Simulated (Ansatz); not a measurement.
# Varying the input for PbO$_{2}$

The reference input for Ansatz (plane-wave DFT with PAW):

```yaml
crystal:
  lattice:
    - [0.0, 2.701992, 2.701992]
    - [2.701992, 0.0, 2.701992]
    - [2.701992, 2.701992, 0.0]
  atoms:
    - { symbol: Pb, position: [0.0, 0.0, 0.0] }
    - { symbol: O, position: [0.25, 0.25, 0.25] }
    - { symbol: O, position: [0.75, 0.75, 0.75] }
basis:
  ecutwfc: 420
kpoints:
  mp_grid: { grid: [6, 6, 6] }
hamiltonian:
  xc: pbe
scf:
  occupations: { method: gaussian, width: 0.1 }
output:
  forces: true
  stress: true
  eigenvalues: true
```

Command:

```bash
ansatz run input.yaml --threads 1 --pin off --max-ram 1331MiB --backend cpu --events-out ev --progress --plain --runs-dir out
```

The run converges in 6 SCF iterations on 16 irreducible k-points: pressure 0.03 GPa, no gap.

Settings here are deliberately varied, not converged. Each trial's input is given as a difference from the reference's; energies are extrapolated to zero smearing where there is one, and pressure is positive in compression. Charged cells sit in a uniform background, and their pressures hang on that convention.

Trial 1 (one atom moved):

```diff
 crystal:
   atoms:
-    - { symbol: O, position: [0.75, 0.75, 0.75] }
+    - { symbol: O, position: [0.759252433, 0.740747567, 0.759252433] }
 kpoints:
-  mp_grid: { grid: [6, 6, 6] }
+  mp_grid: { grid: [2, 2, 2], shift: [0.25, 0.25, 0.25] }
 scf:
+  n_extra_bands: 1
+  convergence: { dr2_threshold: "1e-4 eV" }
```

The run converges in 6 SCF iterations on 6 irreducible k-points: energy 28.4 meV per atom above the reference, pressure 1.55 GPa, largest force 0.455 eV/Å. It warns that the SCF threshold is loose for the forces; that the SCF threshold is loose for the stress; that the mesh lowers the symmetry.

Trial 2:

```diff
 hamiltonian:
-  xc: pbe
+  xc: pw92
+  hubbard: { sites: [{ species: O, l: p, u_eff: 6.4 }], projectors: atomic }
 scf:
+  lower_state_search: standard
 output:
-  forces: true
+  forces: false
```

The run converges in 7 SCF iterations on 16 irreducible k-points: pressure -28.50 GPa, no gap. It warns that the count of filled bands differs between k-points. Under a U the state reached may not be the lowest.

Trial 3:

```diff
 basis:
+  ecutrho_ratio: 12
```

The run converges in 6 SCF iterations on 16 irreducible k-points: energy 0.01 meV per atom below the reference, pressure 0.03 GPa, no gap.

Trial 4 (volume scaled):

```diff
 crystal:
   lattice:
-    - [0.0, 2.701992, 2.701992]
-    - [2.701992, 0.0, 2.701992]
-    - [2.701992, 2.701992, 0.0]
+    - [0.0, 2.7375486038, 2.7375486038]
+    - [2.7375486038, 0.0, 2.7375486038]
+    - [2.7375486038, 2.7375486038, 0.0]
   atoms:
-    - { symbol: Pb, position: [0.0, 0.0, 0.0] }
+    - { symbol: Pb, position: [0.0, 0.0, 0.0], spin: -5.0 }
 basis:
-  ecutwfc: 420
+  ecutwfc: 400
 scf:
-  occupations: { method: gaussian, width: 0.1 }
+  occupations: { method: fermi_dirac }
+  lower_state_search: "off"
 output:
+  populations: true
+  dos: { projected: true }
+magnetization:
+  spin_polarized: true
```

The run converges in 14 SCF iterations on 16 irreducible k-points: energy 13.9 meV per atom above the reference, pressure -4.28 GPa, no gap, cell moment 0.00 μB. It warns that the cutoff lies under the recommended one, 420 eV for these potentials; that the starting moments were lost.

Trial 5 (origin moved):

```diff
 crystal:
   atoms:
-    - { symbol: Pb, position: [0.0, 0.0, 0.0] }
-    - { symbol: O, position: [0.25, 0.25, 0.25] }
-    - { symbol: O, position: [0.75, 0.75, 0.75] }
+    - { symbol: Pb, position: [0.341, 0.757, 0.407] }
+    - { symbol: O, position: [0.591, 1.007, 0.657] }
+    - { symbol: O, position: [1.091, 1.507, 1.157] }
 basis:
-  ecutwfc: 420
+  ecutwfc: "14 Ha"
 output:
-  forces: true
-  stress: true
+  forces: false
+  stress: false
+  optics: { e_range: [0, 10], sigma: 0.2 }
```

The run converges in 9 SCF iterations on 16 irreducible k-points: energy 16.0 meV per atom above the reference, no gap. It warns that the cutoff lies under the recommended one, 420 eV for these potentials; that optics were asked on partly filled bands.

Trial 6:

```diff
 basis:
-  ecutwfc: 420
+  ecutwfc: "18 Ha"
 scf:
-  occupations: { method: gaussian, width: 0.1 }
+  occupations: { method: fermi_dirac }
+  n_extra_bands: 1
```

The run converges in 6 SCF iterations on 16 irreducible k-points: energy 3.09 meV per atom below the reference, pressure 0.27 GPa, no gap.

Trial 7:

```diff
-basis:
-  ecutwfc: 420
+basis: {}
 kpoints:
-  mp_grid: { grid: [6, 6, 6] }
+  mp_grid: { grid: [1, 1, 1] }
 hamiltonian:
+  hubbard: { sites: [{ species: O, l: p, u_eff: 8.7 }] }
+  pseudopotentials: { kind: nc }
```

The run converges in 18 SCF iterations on 1 irreducible k-point: at 1240 eV, the cutoff that these potentials take when none is typed, pressure 30.79 GPa.

Trial 8:

```diff
+total_charge: 0.5
 basis:
+  precision: f64
 scf:
-  occupations: { method: gaussian, width: 0.1 }
+  occupations: { method: fixed }
+  max_iter: 95
```

The program refuses the input:

```text
Error: inconsistent input (total_charge, scf.occupations.method): 0.5 gives a fractional electron count (25.500) which fixed/explicit occupations and the σ = 0 step fill (a smearing width below the step floor) cannot realise — use a smearing method with a finite width, such as fermi_dirac, or give a charge that leaves a whole count
```

Next try, with these keys changed back:

```diff
 scf:
-  occupations: { method: fixed }
+  occupations: { method: gaussian, width: 0.1 }
```

The run converges in 7 SCF iterations on 16 irreducible k-points: pressure 2.23 GPa (with the neutralising background of the charged cell), no gap.

Trial 9:

```diff
 kpoints:
-  mp_grid: { grid: [6, 6, 6] }
+  mp_grid: { grid: [4, 4, 4], shift: [0.5, 0.5, 0.5] }
 scf:
-  occupations: { method: gaussian, width: 0.1 }
+  occupations: { method: fermi_dirac, width: "300 K" }
 output:
+  dos: { method: smearing }
```

The run converges in 6 SCF iterations on 10 irreducible k-points: energy 1.18 meV per atom above the reference, pressure 0.21 GPa, largest force 0.021 eV/Å. It warns that the mesh lowers the symmetry.

Trial 10:

```diff
 kpoints:
-  mp_grid: { grid: [6, 6, 6] }
+  mp_grid: { grid: [7, 4, 1] }
```

The run converges in 6 SCF iterations on 15 irreducible k-points: energy 331 meV per atom above the reference, pressure 7.04 GPa, largest force 0.695 eV/Å, no gap. It warns that the mesh lowers the symmetry.